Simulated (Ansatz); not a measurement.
Relax this structure to zero stress and force, keeping its symmetry:

```
Ta C
1.0
     0.00000    2.23760    2.23760
     2.23760    0.00000    2.23760
     2.23760    2.23760    0.00000
Ta C
1 1
Direct
  0.00000 0.00000 0.00000
  0.50000 0.50000 0.50000
```

The calculation used DFT PBEsol, scalar-relativistic, plane waves, PAW in Ansatz 0.2.0.

Settings: cutoff 420 eV, Γ-centred mesh 16×16×16 on the computed 2-atom cell, Gaussian smearing of 0.10 eV; no spin polarisation.

Question: What does it relax to?

Answer: The volume decreases by 0.26 Å³/atom to 10.94 Å³/atom, and the energy falls by 6.6 meV/atom. Final structure:
Space group Fm-3m (No. 225). a = 4.440 Å, b = 4.440 Å, c = 4.440 Å, α = 90.00°, β = 90.00°, γ = 90.00°
| atom | site | symmetry | x | y | z |
| --- | --- | --- | --- | --- | --- |
| Ta | 4a | m-3m | 0.0000 | 0.0000 | 0.0000 |
| C | 4b | m-3m | 0.5000 | 0.0000 | 0.0000 |

Course of the relaxation (steps run on the plane waves of an earlier cell, and the basis is chosen afresh near the end, so energy and pressure can step there; trial steps that raised the energy were taken back; energies are free energies):

| step | E − E_final (meV/atom) | P (GPa) | V (Å³/atom) |
| --- | --- | --- | --- |
| 1 | 6.6 | -7.84 | 11.20 |
| 2 | 2.0 | 5.40 | 10.78 |
| 3 | -0.4 | -0.20 | 10.95 |
| 4 | -0.5 | 0.00 | 10.94 |
| 5 | 0.0 | -0.06 | 10.94 |
| 6 | 0.0 | 0.00 | 10.94 |
| 7 | 0.0 | 0.00 | 10.94 |

Spin–orbit coupling is left out, which can shift energies with elements as heavy as these.

Cost: 1 run of about 0.53 core-minutes, on Arm Neoverse N1 (shared hosts).